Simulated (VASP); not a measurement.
Crystal: TaN.

```
Ta N
1.0
     0.00000    2.49114    2.49114
     2.49114    0.00000    2.49114
     2.49114    2.49114    0.00000
Ta N
1 1
Direct
  0.00000 0.00000 0.00000
  0.25000 0.25000 0.25000
```

The cell comes from a database or a generator and needn't be the stable form of this composition.

Base run:

```yaml
Program: VASP 6.6.1
Functional: PBEsol
Potentials_or_basis: VASP PAW PBE potentials, release 64 (Ta_pv, N)
Cutoff: 520 eV
k_mesh: 7 × 7 × 7
Occupations: gaussian, width 0.05 eV
Spin: collinear spin, ferromagnetic start
Starting_moments: "[0.5, 0.0] μB"
```

Its results: pressure -30.5 GPa.

**Question.** The run is repeated on the same cell with these changes: further incar settings from ALGO = Normal; EDIFF = 1e-06; NBANDS = 19 to ALGO = Fast; EDIFF = 1e-06; fixed moment from none to 1 μB. What comes out?

**Answer.** Pressure -27.4 GPa; site moments Ta +0.68; N +0.02 μB.

Caveats: the PAW data sets were made with another functional, which shifts forces and pressure a little; a pressure of tens of GPa on the cell as given is suspect, and the run, the potentials or the cell itself is likely at fault (some runs); the total moment is fixed, so each spin has its own Fermi level (some runs).
